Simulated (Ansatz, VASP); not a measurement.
**GaSe4: VASP beside Ansatz**

```
CELL_PARAMETERS angstrom
5.14253 0.00000 0.00000
0.00000 5.14253 0.00000
0.00000 0.00000 5.14253
ATOMIC_POSITIONS crystal
Ga 0.50000 0.50000 0.50000
Se 0.50000 0.00000 0.00000
Se 0.00000 0.50000 0.00000
Se 0.00000 0.00000 0.50000
Se 0.00000 0.00000 0.00000
```

Alike in both runs: functional PBE; k mesh 8 × 8 × 8; occupations gaussian, width 0.1 eV; no spin polarisation.

Ansatz relaxed the structure, and its values are those at the end. VASP's run is a single point on that final structure, the one shown.

|  | VASP | Ansatz |
| --- | --- | --- |
| version | VASP 6.6.1 | Ansatz 0.2.0 |
| potentials or method | VASP PAW PBE potentials, release 64 (Ga_d, Se) | scalar-relativistic, plane waves, PAW |
| plane-wave cutoff (eV) | 520 | 420 |
| valence electrons in the cell | 37 | 77 |

|  | VASP | Ansatz | Ansatz less VASP |
| --- | --- | --- | --- |
| gap on the k mesh at the Fermi level (eV) | none | none | - |
| pressure (GPa) | 0.0 | 0.0 | -0.03 |

A gap of «none» marks a metal or a gap that the smearing closes. The two sets of potentials don't hold the same shells in valence.
